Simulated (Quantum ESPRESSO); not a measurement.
Input of a Quantum ESPRESSO 7.5 run:

run.py

```python
import numpy as np
from ase.calculators.espresso import Espresso, EspressoProfile
from ase import Atoms

atoms = Atoms(['Y', 'N'],
              cell=[[0.0, 2.4385, 2.4385], [2.4385, 0.0, 2.4385], [2.4385, 2.4385, 0.0]],
              scaled_positions=[[0.0, 0.0, 0.0], [0.5, 0.5, 0.5]],
              pbc=True)

input_data = {
    'control': {'calculation': 'scf', 'prefix': 'pwscf', 'outdir': './tmp', 'tprnfor': True, 'tstress': True, 'disk_io': 'nowf'},
    'system': {'ecutwfc': 60.0, 'ecutrho': 480.0, 'nbnd': 14, 'occupations': 'smearing', 'smearing': 'fd', 'degauss': 0.00367493},
    'electrons': {'conv_thr': 4e-10, 'electron_maxstep': 120, 'mixing_beta': 0.5},
}
pseudopotentials = {'Y': 'Y_pbe_v1.uspp.F.UPF', 'N': 'N.pbe-n-radius_5.UPF'}
profile = EspressoProfile(command='pw.x', pseudo_dir='pseudo')
atoms.calc = Espresso(profile=profile, input_data=input_data, pseudopotentials=pseudopotentials, kpts=(9, 9, 9), koffset=(0, 0, 0))

print(f'energy {atoms.get_potential_energy():.8f} eV')
print('forces (eV/A)')
print(np.round(atoms.get_forces(), 6))
print('stress (eV/A^3, Voigt)')
print(np.round(atoms.get_stress(), 8))
print(f'Fermi level {atoms.calc.get_fermi_level():.4f} eV')
```

Potentials or basis: SSSP 1.3 efficiency PBE.

The run is started by

```console
$ OMP_NUM_THREADS=1 python run.py
```

Task: Estimate the pressure.

Result: 2.6 GPa.

Task: Estimate the band gap on the k mesh.

Result: 0.24 eV, indirect (least direct gap 0.64 eV).

Caveat: an odd mesh through Γ misses points on the zone boundary, where band edges often lie.
